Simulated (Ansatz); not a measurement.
What a trial cell of MnSb relaxes into

Computed with DFT PBE, scalar-relativistic, plane waves, PAW (Ansatz). Cutoff 420 eV, Γ-centred k mesh, Gaussian smearing, collinear spin, first started from parallel moments.

The start puts MnSb on the zinc blende structure type (F-43m, No. 216), with Mn in place of Zn, Sb in place of S, at a guessed volume.

```xyz
2
Lattice="0.0000 2.8480 2.8480 2.8480 0.0000 2.8480 2.8480 2.8480 0.0000" Properties=species:S:1:pos:R:3 pbc="T T T"
Mn    0.0000    0.0000    0.0000
Sb    4.2720    4.2720    4.2720
```

Cell and atoms relax at zero pressure; the relaxation can't lower the symmetry of the start. After a coarse first stage the cell is made exact in the group found at 0.06 Å.

The zero of energy is the elements' standard structures at the same level; no fitted shifts are applied.

Task: Describe the relaxed structure.

Result: It keeps F-43m (No. 216). The result has the zinc blende structure. Conventional cell: a = 6.181 Å. Mn has 4 Sb at 2.68 Å; around Sb lie 4 Mn at 2.68 Å.

Space group F-43m (No. 216). a = 6.181 Å, b = 6.181 Å, c = 6.181 Å, α = 90.00°, β = 90.00°, γ = 90.00°
| atom | site | symmetry | x | y | z |
| --- | --- | --- | --- | --- | --- |
| Mn | 4a | -43m | 0.0000 | 0.0000 | 0.0000 |
| Sb | 4c | -43m | 0.2500 | 0.2500 | 0.2500 |

Task: What are its volume, energy, gap and moment?

Result: The volume per atom is 29.53 Å³ and the density is 4.97 g/cm³. The energy over the elements is 0.45 eV/atom. The gap on the 16×16×16 mesh is 0 eV (a metal), the net moment per atom is 2.00 μB and the largest site moment is 3.88 μB.

The final run used a 16×16×16 mesh on its 2-atom cell and 0.10 eV smearing. For metals, differences of a few meV/atom aren't resolved. Spin–orbit coupling is left out. A structure relaxed within its symmetry needn't be a true minimum.